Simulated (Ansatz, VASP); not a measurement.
# Te (linear Te chain): VASP beside Ansatz

Wanted: the spread between two codes on one cell, functional and k mesh. The structure shown is the end of the Ansatz relaxation below.

Main program and level: Ansatz 0.2.0; plane waves, with VASP 6.6.1 beside it; PBE, LDA and RPBE.

### Step 1. Set-up

The cell holds 1 atom: 1 Te. Its edges and angles: a = 7.500 Å, b = 7.500 Å, c = 2.753 Å, α = 90.0°, β = 90.0°, γ = 90.0°. Vacuum lies along a and b. The structure's axis is c.

### Step 2. Ansatz: relaxation, PBE

Ansatz runs on its default PAW (the set named soft_2) files.

This run makes the geometry at which the two programs are then compared.

input.yaml

```yaml
crystal:
  lattice:
    - [7.5, 0.0, 0.0]
    - [0.0, 7.5, 0.0]
    - [0.0, 0.0, 2.5668]
  atoms:
    - { symbol: Te, position: [0.5, 0.5, 0.0] }
kpoints:
  mp_grid: { grid: [1, 1, 32] }
scf:
  occupations: { method: fermi_dirac, width: 0.05 }
hamiltonian:
  xc: pbe
relax:
  cell: { fix: [a, b, alpha, beta, gamma] }
  max_steps: 60
```

Launch:

```
ansatz run input.yaml --threads 4 --pin off --max-ram 8192MiB --backend cpu --events-out ev --progress --plain --runs-dir out
```

Numbers of over 12 decimals in the logs are rounded to 6 here.

The program printed:

```text
Engine: ansatz 0.2.0, aarch64-unknown-linux-gnu
Pseudopotentials: kind: paw
Pseudopotential: Te, paw, valence charge 16, recommended cutoff 420 eV (normal), Te.paw.azcp
Functional definition: PBE
  parameter kappa = 0.804
  parameter beta = 0.066725
  exchange = pbe_x(kappa = kappa, mu = beta*pi^2/3)
  correlation = pbe_c(beta = beta)
Crystal: 1 atoms, lattice volume = 144.383 Å³
Basis set: ecut = 420 eV, 2849 PW (Γ), exchange–correlation on 108×108×36 points (8 copies of the dense FFT grid, shifted against one another)
Bands: 12, of which v1, the nominal top of the filled ones, is band 8 counted from 1 (7 counted from 0)
Symmetry: 16 space group operations
Space group: P4/mmm (ITA 123), of the structure as read, at distance tolerance 5.2e-5 Å
k-points: 17 of 32
Non-local potential: Te, projectors of the file, l = 0: 2, l = 1: 2, l = 2: 2, l = 3: 2
PAW form: soft (Blöchl's): semilocal exchange-correlation on the pseudo side does not see the compensation charge
PAW one-centre angular grid: Te, 590 points (default); XC on 64 Gauss nodes
Initial density: superposition of atomic densities (neutral atoms: chi_scale 0, normalization atom), corrected by the library's trained network
Initial wavefunctions: pseudopotential atomic-orbital guess
Functional: x = pbe(κ = 0.804, μ = 0.219515), c = pbe(β = 0.066725)
SCF iter   1: F=—  HF=-6979.102556 eV  |F-HF|=—  |Δ(HF+E_count)|=         —  Δρ=9.54e-4  dr2=5.45e-3  ethr=1.77e-3  ⟨swp⟩=6.4  Hψ=1475  notcnv=0
preconditioner: auto → LDOS  [insulator: Δε(μ)=0.396 eV  Ē_g=10.398 eV  σ=0.050 eV  W_gap=0.75  n_scr=20 (ndim 8)  ℏωp=7.6 eV  f_vac=0.670  D(μ)=0.96/eV (n_scr^D=4)  ε∞_Penn≈1.5  β→1.0]
SCF iter   2: F=—  HF=-6979.103562 eV  |F-HF|=—  |Δ(HF+E_count)|=   1.01e-3  Δρ=7.21e-4  dr2=5.12e-4  ethr=3.41e-5  ⟨swp⟩=2.4  Hψ=554  notcnv=0
SCF iter   3: F=—  HF=-6979.103244 eV  |F-HF|=—  |Δ(HF+E_count)|=   3.18e-4  Δρ=1.84e-4  dr2=7.66e-5  ethr=3.20e-6  ⟨swp⟩=2.0  Hψ=395  notcnv=0
SCF iter   4: F=—  HF=-6979.103194 eV  |F-HF|=—  |Δ(HF+E_count)|=   5.05e-5  Δρ=7.85e-5  dr2=1.26e-5  ethr=4.79e-7  ⟨swp⟩=3.0  Hψ=341  notcnv=0
SCF iter   5: F=—  HF=-6979.103190 eV  |F-HF|=—  |Δ(HF+E_count)|=   3.82e-6  Δρ=1.61e-5  dr2=6.22e-7  ethr=7.85e-8  ⟨swp⟩=2.0  Hψ=340  notcnv=0
SCF iter   6: F=-6979.103190 eV  HF=-6979.103190 eV  |F-HF|=5.85e-9  |Δ(HF+E_count)|=   2.33e-7  Δρ=2.22e-6  dr2=6.90e-9  ethr=6.25e-10  ⟨swp⟩=5.0  Hψ=729  notcnv=0
SCF 1 converged in 6 iterations: F = -6979.103190 eV  dr2 = 6.90e-9
  greatest PAW one-centre occupation: 0.998 electrons in one spin orbital (limit 2), on the Te atom at site 0 (counted from 0), in its partial waves of l = 2
relax step   1: F+E_penalty+E_count = -6979.10318964 eV  Δ(F+E_penalty+E_count) = +0.000e0 eV  max|allowed force component| = 0.000e0 eV/Å  Δτ_max = 0.0000 Å  P = +2.470 GPa  Ω = 144.383 Å³  fix = [a, b, alpha, beta, gamma]  reactions: a +0.160, b +0.160 GPa  (6 SCF iters, dr2 threshold 1.00e-7 eV, accepted)
[...]
relax step   2: F+E_penalty+E_count = -6979.28850505 eV  Δ(F+E_penalty+E_count) = -1.853e-1 eV  max|allowed force component| = 0.000e0 eV/Å  Δτ_max = 0.0000 Å  P = +0.697 GPa  Ω = 151.421 Å³  energy of the carried Pulay correction = -2.931e-4 eV  fix = [a, b, alpha, beta, gamma]  reactions: a +0.163, b +0.163 GPa  (5 SCF iters, dr2 threshold 1.00e-7 eV, accepted)
[...]
relax step   3: F+E_penalty+E_count = -6979.30468714 eV  Δ(F+E_penalty+E_count) = -1.618e-2 eV  max|allowed force component| = 0.000e0 eV/Å  Δτ_max = 0.0000 Å  P = +0.279 GPa  Ω = 153.754 Å³  energy of the carried Pulay correction = -3.881e-4 eV  fix = [a, b, alpha, beta, gamma]  reactions: a +0.163, b +0.163 GPa  (5 SCF iters, dr2 threshold 1.00e-7 eV, accepted)
[...]
relax step   4: F+E_penalty+E_count = -6979.30642266 eV  Δ(F+E_penalty+E_count) = -1.736e-3 eV  max|allowed force component| = 0.000e0 eV/Å  Δτ_max = 0.0000 Å  P = +0.118 GPa  Ω = 154.829 Å³  energy of the carried Pulay correction = -4.314e-4 eV  fix = [a, b, alpha, beta, gamma]  reactions: a +0.163, b +0.163 GPa  (4 SCF iters, dr2 threshold 1.00e-7 eV, accepted)
[...]
relax step   5: F+E_penalty+E_count = -6979.30679614 eV  Δ(F+E_penalty+E_count) = -3.735e-4 eV  max|allowed force component| = 0.000e0 eV/Å  Δτ_max = 0.0000 Å  P = +0.117 GPa  Ω = 154.829 Å³  fix = [a, b, alpha, beta, gamma]  reactions: a +0.162, b +0.162 GPa  stress off target by 2.77e-2 GPa on what of the cell is left free  SCF on the basis re-selected at this cell (its energy is not comparable with the rows above)  (6 SCF iters)
basis re-selected at this cell: Δ(F+E_penalty+E_count) = -3.735e-4 eV, ΔP = -0.001 GPa vs the last step (what re-selecting the basis moved, of the pressure what is left beyond the Pulay correction that the steps carried, after the strain that the cell walked since its last selection, with what the two solves' SCF thresholds leave and, on support functions, any second-order correction that the steps lacked; it is no measure of the basis error at this ecutwfc). The dense FFT grid was sized anew with the basis: this SCF ran on 54×54×20 points, the steps before it on 54×54×18, so part of this shift can come from that change (see relax.cell in the input reference). [rest of the remark cut]
SCF converged after 6 iterations
Free energy (F): -6979.306796 eV
Harris-Foulkes:  -6979.306796 eV  (|F-HF|=6.64e-11)
Internal energy: -6979.297667 eV  (E = F + TS)
E sigma→0 (E₀):  -6979.302232 eV
Entropy (-TS):   -0.009129 eV (-9.129 meV/atom)
Fermi energy:    -2.186157 eV
--- Per-component energies (eV) ---
  E_band       = -431.600116
  E_kinetic    = 179.384705
  E_local      = -3171.791186  (includes V_loc(G=0)·N_el)
  E_nonlocal   = -310.261516
  E_hartree    = 1676.653134
  E_xc         = -123.077770
  E_vxc        = -102.387033  (∫ρ·V_xc dr)
  E_paw        = -4662.257692  (= ΣΔE_a)
  E_vpaw       = -379.851269  (= ΣTr[D̂ρ^β])
  E_aug_tail   = -0.000192  (compensation charges beyond the density's cutoff)
  E_ewald      = -567.947148
  E_smearing   = -0.009129  (= −TS)
  E_closure    = -0.000000  (closes the sum)
  Σ components = -6979.306796   (vs F -6979.306796, Δ=0.00e0)
--- Forces (eV/Å), atoms counted from 1 ---
  atom   1  Te     0.00000000     0.00000000     0.00000000
  max |Σ_I F_I| component: 0.00e0 eV/Å
--- Stress (GPa, compression-positive) ---
        0.161882       0.000000       0.000000
        0.000000       0.161882       0.000000
        0.000000       0.000000       0.027740
  P = ⅓ Tr σ = 0.1172 GPa (1.172 kbar)
--- Relaxed structure (4 steps of the walk, 4 accepted, 1 SCFs on fresh bases) ---
  F+E_penalty+E_count = -6979.30679614 eV   max|allowed force component| = 0.000e0 eV/Å   (the final SCF, on the basis selected at the relaxed cell)
  cell:  # Å, volume = 154.8294 Å³
    - [7.5, 0.0, 0.0]
    - [0.0, 7.5, 0.0]
    - [0.0, 0.0, 2.752523]
  atoms:
    - { symbol: Te, position: [0.5, 0.5, 0.0] }
```

The column dr2 measures how far the density is from self-consistency, as an energy; F and HF (Harris–Foulkes) agree once it is small.

### Step 3. VASP: single point, PBE

The same cell, functional, mesh and smearing now go to VASP, with its own data sets.

Lines of VASP's logs that name or quote its potential files are left out, and so is its time.

INCAR

```
SYSTEM = Te
PREC = Accurate
ENCUT = 500
EDIFF = 1E-06
NELM = 120
ISMEAR = -1
SIGMA = 0.05
LREAL = .FALSE.
ALGO = Normal
GGA = PE
NBANDS = 9
LORBIT = 11
LWAVE = .FALSE.
LCHARG = .FALSE.
ISIF = 2
LASPH = .TRUE.
GGA_COMPAT = .FALSE.
KPAR = 2
```

POSCAR

```
Te
1.0
    7.5000000000      0.0000000000      0.0000000000
    0.0000000000      7.5000000000      0.0000000000
    0.0000000000      0.0000000000      2.7525232919
Te
1
Direct
    0.5000000000      0.5000000000      0.0000000000
```

KPOINTS

```
Automatic mesh
0
Gamma
1 1 32
0 0 0
```

The projector-augmented-wave data sets are Te (PBE family, release 64).

Launch:

```
mpirun -np 2 vasp_std
```

The program printed:

```text
[banner, memory and clock lines left out]
running    2 mpi-ranks, on    1 nodes
 distrk:  each k-point on    1 cores,    2 groups
 distr:  one band on    1 cores,    1 groups

 POSCAR found type information on POSCAR Te
 POSCAR found :  1 types and       1 ions
 LDA part: xc-table for (Slater+PW92), standard interpolation
 POSCAR, INCAR and KPOINTS ok, starting setup
 FFT: planning ... GRIDC
 FFT: planning ... GRID_SOFT
 FFT: planning ... GRID
 WAVECAR not read
 entering main loop
       N       E                     dE             d eps       ncg     rms          rms(c)
DAV:   1     0.274703654768E+02    0.27470E+02   -0.18208E+03   306   0.417E+02
DAV:   2    -0.940640956805E+00   -0.28411E+02   -0.24569E+02   427   0.585E+01
DAV:   3    -0.247008714038E+01   -0.15294E+01   -0.15031E+01   361   0.198E+01
DAV:   4    -0.249428197311E+01   -0.24195E-01   -0.24177E-01   407   0.313E+00
DAV:   5    -0.249473279736E+01   -0.45082E-03   -0.45081E-03   371   0.384E-01    0.487E+00
DAV:   6    -0.249540967609E+01   -0.67688E-03   -0.39082E-04   328   0.142E-01    0.297E+00
DAV:   7    -0.249572497358E+01   -0.31530E-03   -0.57545E-04   338   0.189E-01    0.613E-02
DAV:   8    -0.249572474178E+01    0.23179E-06   -0.62952E-05   330   0.394E-02    0.253E-02
DAV:   9    -0.249579772974E+01   -0.72988E-04   -0.36911E-05   309   0.271E-02    0.106E-02
DAV:  10    -0.249587633307E+01   -0.78603E-04   -0.84882E-06   312   0.171E-02    0.613E-03
DAV:  11    -0.249589364468E+01   -0.17312E-04   -0.28662E-06   322   0.854E-03    0.271E-03
DAV:  12    -0.249590500567E+01   -0.11361E-04   -0.15924E-06   313   0.607E-03    0.185E-03
DAV:  13    -0.249590634785E+01   -0.13422E-05   -0.61863E-08   314   0.131E-03    0.399E-04
DAV:  14    -0.249590676216E+01   -0.41431E-06   -0.42429E-08   325   0.894E-04
   1 F= -.24959068E+01 E0= -.24914252E+01  d E =-.896320E-02
```

From OUTCAR (step 3):

```text
ion  position               nearest neighbor table
   1  0.500  0.500  0.000-

  LATTYP: Found a simple tetragonal cell.
 ALAT       =     7.5000000000
 C/A-ratio  =     0.3670031056

 Subroutine GETGRP returns: Found 16 space group operations
 (whereof 16 operations were pure point group operations)

The static configuration has the point symmetry D_4h.

 Found     17 irreducible k-points:

   k-points           NKPTS =     17   k-points in BZ     NKDIM =     17   number of bands    NBANDS=      9

   dimension x,y,z NGX =    56 NGY =   56 NGZ =   20
   dimension x,y,z NGXF=   112 NGYF=  112 NGZF=   40

   ENCUT  =  500.0 eV  36.75 Ry    6.06 a.u.  13.67 13.67  5.02*2*pi/ulx,y,z

   NELECT =       6.0000    total number of electrons

 k-points in reciprocal lattice and weights: Automatic mesh
   0.00000000  0.00000000  0.00000000       0.031
   0.00000000  0.00000000  0.03125000       0.062
   0.00000000  0.00000000  0.06250000       0.062
   0.00000000  0.00000000  0.09375000       0.062
   0.00000000  0.00000000  0.12500000       0.062
   0.00000000  0.00000000  0.15625000       0.062
   0.00000000  0.00000000  0.18750000       0.062
   0.00000000  0.00000000  0.21875000       0.062
   0.00000000  0.00000000  0.25000000       0.062
[...]
0.00000000  0.00000000  0.46875000       0.062
   0.00000000  0.00000000  0.50000000       0.031

 average (electrostatic) potential at core
       1 -97.2597

 E-fermi :  -2.8028

 k-point     1 :       0.0000    0.0000    0.0000
  band No.  band energies     occupation
      1     -15.0645      2.00000
      2      -5.2557      2.00000
      3      -5.2557      2.00000
      4       0.7267      0.00000
      5       2.1952      0.00000
      6       3.2916      0.00000
      7       4.0395      0.00000
      8       4.0395      0.00000
    ...

 k-point     2 :       0.0000    0.0000    0.0312
  band No.  band energies     occupation
      1     -15.0451      2.00000
      2      -5.2364      2.00000
      3      -5.2364      2.00000
      4       0.7451      0.00000
      5       2.2141      0.00000
      6       3.3099      0.00000
      7       3.9209      0.00000
      8       4.0586      0.00000
    ...

 k-point     3 :       0.0000    0.0000    0.0625
  band No.  band energies     occupation
      1     -14.9866      2.00000
      2      -5.1785      2.00000
      3      -5.1785      2.00000
      4       0.7997      0.00000
      5       2.2708      0.00000
      6       3.2384      0.00000
      7       3.3651      0.00000
      8       4.1158      0.00000
    ...

  Total        0.1556696      0.1556696      0.0143593      0.0000000      0.0000000      0.0000000
  in kB        1.6108710      1.6108710      0.1485899      0.0000000      0.0000000      0.0000000
  external PRESSURE =       1.1234440 kB  Pullay stress =       0.0000000 kB

  energy-cutoff  :      500.00
  volume of cell :      154.83
      direct lattice vectors                 reciprocal lattice vectors
     7.500000000  0.000000000  0.000000000     0.133333333  0.000000000  0.000000000
     0.000000000  7.500000000  0.000000000     0.000000000  0.133333333  0.000000000
     0.000000000  0.000000000  2.752523292     0.000000000  0.000000000  0.363303011

 POSITION                                       TOTAL-FORCE (eV/Angst)
 -----------------------------------------------------------------------------------
      3.75000      3.75000      0.00000         0.000000      0.000000      0.000000
 -----------------------------------------------------------------------------------
    total drift:                               -0.000000     -0.000000      0.000000

  FREE ENERGIE OF THE ION-ELECTRON SYSTEM (eV)
  ---------------------------------------------------
  free  energy   TOTEN  =        -2.4959067622 eV

  energy  without entropy=       -2.4869435670  energy(sigma->0) =       -2.49142516

 total charge
# of ion       s       p       d       tot
------------------------------------------
    1        1.413   1.851   0.037   3.301

[... 3 further parts left out ...]
```

### Step 4. Side by side

Known differences besides the potentials themselves: the data sets hold 16 valence electrons in Ansatz (on its default PAW (the set named soft_2) files) and 6 in VASP; the cutoff is 420 eV in Ansatz and 500 eV in VASP; Ansatz's pressure holds a Pulay correction, VASP's none. Total energies have different zeros and are not compared.

Both answers:

```csv
quantity,Ansatz,VASP,difference
pressure (GPa),0.12,0.11,0.00
```

### Step 5. Ansatz: relaxation, LDA

This run makes the geometry at which the two programs are then compared. The cell compared in this pair holds 152.31 Å³, against 154.83 Å³ for the pair before.

The structure compared here is the end of the Ansatz relaxation.

input.yaml, the sections that differ from step 2:

```yaml
crystal:
  lattice:
    - [7.5, 0.0, 0.0]
    - [0.0, 7.5, 0.0]
    - [0.0, 0.0, 2.5668]
  atoms:
    - { symbol: Te, position: [0.5, 0.5, 0.0], spin: 0.3 }
magnetization:
  spin_polarized: true
hamiltonian:
  xc: lda
# kpoints, scf, relax: as in step 2
```

Launch:

```
ansatz run input.yaml --threads 4 --pin off --max-ram 8192MiB --backend cpu --events-out ev --progress --plain --runs-dir out
```

The program printed:

```text
[...]
Crystal: 1 atoms, lattice volume = 144.383 Å³
Basis set: ecut = 420 eV, 2849 PW (Γ)
Bands: 13, of which v1, the nominal top of the filled ones, is band 8 counted from 1 (7 counted from 0)
Symmetry: 16 space group operations
[...]
k-points: 17 of 32
[...]
Starting moments: Σ|m| = 0.3 μB on 1 of 1 site
[...]
0.155821       0.000000       0.000000
        0.000000       0.155821       0.000000
        0.000000       0.000000       0.002935
  P = ⅓ Tr σ = 0.1049 GPa (1.049 kbar)
--- Relaxed structure (4 steps of the walk, 4 accepted, 1 SCFs on fresh bases) ---
[...]
cell:  # Å, volume = 152.3052 Å³
    - [7.5, 0.0, 0.0]
    - [0.0, 7.5, 0.0]
    - [0.0, 0.0, 2.707649]
  atoms:
    - { symbol: Te, position: [0.5, 0.5, 0.0] }
[key lines of the parts left out:]
SCF converged after 6 iterations
Magnetization: -0.0000 μB (8.0000 up, 8.0000 down)
Free energy (F): -6826.242338 eV
Fermi energy:    -2.294565 eV
```

### Step 6. VASP: single point, LDA

The same cell, functional (in two slightly different forms), mesh and smearing now go to VASP, with its own data sets.

Changes to INCAR since step 3:

```diff
@@ -4,3 +4,3 @@
 EDIFF = 1E-06
-NELM = 120
+NELM = 200
 ISMEAR = -1
@@ -9,4 +9,6 @@
 ALGO = Normal
-GGA = PE
+GGA = PW92
 NBANDS = 9
+ISPIN = 2
+MAGMOM = -0
 LORBIT = 11
```

Changes to POSCAR since step 3:

```diff
@@ -4,3 +4,3 @@
     0.0000000000      7.5000000000      0.0000000000
-    0.0000000000      0.0000000000      2.7525232919
+    0.0000000000      0.0000000000      2.7076485107
 Te
```

KPOINTS is that of step 3.

Potentials, in the order of the species: Te (LDA family, release 64).

Launch:

```
mpirun -np 2 vasp_std
```

The program printed:

```text
[banner, memory and clock lines left out]
running    2 mpi-ranks, on    1 nodes
[...]
|                                                                             |
|               ----> ADVICE to this user running VASP <----                  |
|                                                                             |
|     You enforced a specific xc type in the INCAR file but a different       |
|     [... a line on the potential file left out ...]
|     I HOPE YOU KNOW WHAT YOU ARE DOING!                                     |
|                                                                             |

 LDA part: xc-table for (Slater(with rela. corr.)+PW92), standard interpolation
 POSCAR, INCAR and KPOINTS ok, starting setup
[...]
entering main loop
       N       E                     dE             d eps       ncg     rms          rms(c)
DAV:   1     0.269649337511E+02    0.26965E+02   -0.18224E+03   612   0.414E+02
DAV:   2    -0.118032837824E+01   -0.28145E+02   -0.24341E+02   832   0.614E+01
DAV:   3    -0.282084340798E+01   -0.16405E+01   -0.16320E+01   747   0.205E+01
DAV:   4    -0.284896770191E+01   -0.28124E-01   -0.28114E-01   789   0.335E+00
[...]
DAV:  13    -0.284768667005E+01   -0.10954E-04   -0.44026E-07   642   0.217E-03    0.172E-03
DAV:  14    -0.284769325740E+01   -0.65874E-05   -0.41781E-07   622   0.251E-03    0.924E-04
DAV:  15    -0.284769387697E+01   -0.61957E-06   -0.32606E-08   647   0.776E-04
   1 F= -.28476939E+01 E0= -.28437939E+01  d E =-.779995E-02  mag=    -0.0000
```

(Part 1 of 2 ends here.)

[Lines on the potential files, build, host, timing and source positions are cut from VASP's logs without a mark.]

[Logs are printed without paths, hosts, clocks, repeated set-up lines and the standing remarks that a program may print on its own settings, such as how far it seeks lower states.]

[Hosts, paths, dates, database ids (printed as entryN), source tags and the programs' standing remarks are cut or masked in the printed files.]
